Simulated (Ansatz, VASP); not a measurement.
## Two plane-wave programs on AlN

```
CELL_PARAMETERS angstrom
2.96996 0.00000 0.00000
-1.48498 2.57206 0.00000
0.00000 0.00000 19.43725
ATOMIC_POSITIONS crystal
Al 0.33333 0.66667 0.82798
Al 0.00000 0.00000 0.70339
Al 0.66667 0.33333 0.32795
Al 0.66667 0.33333 0.57840
Al 0.00000 0.00000 0.45315
Al 0.33333 0.66667 0.07841
Al 0.00000 0.00000 0.20310
Al 0.66667 0.33333 0.95311
N 0.66667 0.33333 0.04689
N 0.66667 0.33333 0.67205
N 0.33333 0.66667 0.92159
N 0.00000 0.00000 0.29661
N 0.00000 0.00000 0.79690
N 0.00000 0.00000 0.54685
N 0.33333 0.66667 0.17202
N 0.66667 0.33333 0.42160
```

Alike in both runs: task single point; functional PBE; k mesh 6 × 6 × 1; occupations gaussian, width 0.1 eV; no spin polarisation.

|  | VASP | Ansatz |
| --- | --- | --- |
| version | VASP 6.6.1 | Ansatz 0.2.0 |
| potentials or method | VASP PAW PBE potentials, release 64 (Al, N) | scalar-relativistic, plane waves, PAW |
| plane-wave cutoff (eV) | 520 | 420 |
| valence electrons in the cell | 64 | 64 |

Ansatz gave:

| Quantity | Value |
| --- | --- |
| gap on the k mesh at the Fermi level (eV) | 3.99 |
| least direct gap on the mesh (eV) | 4.53 |
| rms of the force components (eV/Å) | 0.109 |

Question: Which values does VASP return?

Answer: gap on the k mesh at the Fermi level (eV): 3.98; least direct gap on the mesh (eV): 4.53; rms of the force components (eV/Å): 0.109.

Atom by atom the forces differ by 0.002 eV/Å (rms over components).

Caveats: an odd mesh through Γ misses points on the zone boundary, where band edges often lie. A hybrid or GW would open this gap; PBE tends to underestimate it.
